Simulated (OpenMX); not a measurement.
Runs of OpenMX 3.8.5 on ZrS2. The structure is trigonal, space group P-3m1 (No. 164). The conventional cell has a = 3.691 Å, b = 3.691 Å, c = 6.041 Å, α = 90.00°, β = 90.00°, γ = 120.00°. Zr (site symmetry -3m) is surrounded by 6 S at 2.57 Å. Around S (site symmetry 3m) lie 3 Zr at 2.57 Å. The cell is a database's computed one.

```tsv
task	potentials or basis	cell	max SCF cycles	grid points, held for all volumes	gap on the mesh (eV)	pressure (GPa)	V0 of scaled cells (Å³/atom)	B0 (GPa)	largest force (eV/Å)
band structure	OpenMX 2013 PBE set, Zr7.0-s3p2d2f1, S7.0-s3p2d2f1, grid cutoff 400 Ry	as given	100	-	1.03	1.4	-	-	0.24
equation of state	OpenMX 2013 PBE set, Zr7.0-s3p2d1, S7.0-s2p2d1, fixed grid of 40 × 40 × 72 points	as given	-	40 × 40 × 72	-	-	(a)	87	-
single point	OpenMX 2013 PBE set, Zr7.0-s3p2d2, S7.0-s2p2d1f1, grid cutoff 400 Ry	atoms moved at random, drawn with an rms of 0.05 Å	100	-	0.83	0.3	-	-	0.17
equation of state	OpenMX 2013 PBE set, Zr7.0-s3p2d2, S7.0-s2p2d1f1, fixed grid of 40 × 40 × 72 points	as given	-	40 × 40 × 72	-	-	24.39	86	-
band structure	OpenMX 2013 PBE set, Zr7.0-s3p2d1, S7.0-s2p2d1, grid cutoff 400 Ry	as given	100	-	0.94	2.6	-	-	0.51
single point	OpenMX 2013 PBE set, Zr7.0-s3p2d2, S7.0-s2p2d1f1, grid cutoff 400 Ry	as given	100	-	0.93	2.3	-	-	(b)
```

Alike in all rows: level PBE; no spin polarisation; k mesh 9 × 9 × 5; smearing fermi-dirac 0.05 eV.

Task: Fill in the values left out.

Result: (a) 24.44; (b) 0.45.

Caveats: the basis of atomic orbitals isn't converged, which shifts pressures, moduli and gaps; this functional lacks dispersion, which binds the layers, so the pressure and a relaxed spacing across them are unreliable (some runs); volumes in these bases differ from converged ones by about 1 %, for some elements by several (some runs); the cell was scaled at fixed shape and fractional positions, which overstates the stiffness of a crystal with free parameters, most of all of layers and chains (some runs); an odd mesh through Γ misses points on the zone boundary, where band edges often lie (some runs).

A k mesh can miss the band edges, and the runs leave out spin-orbit coupling on Zr.
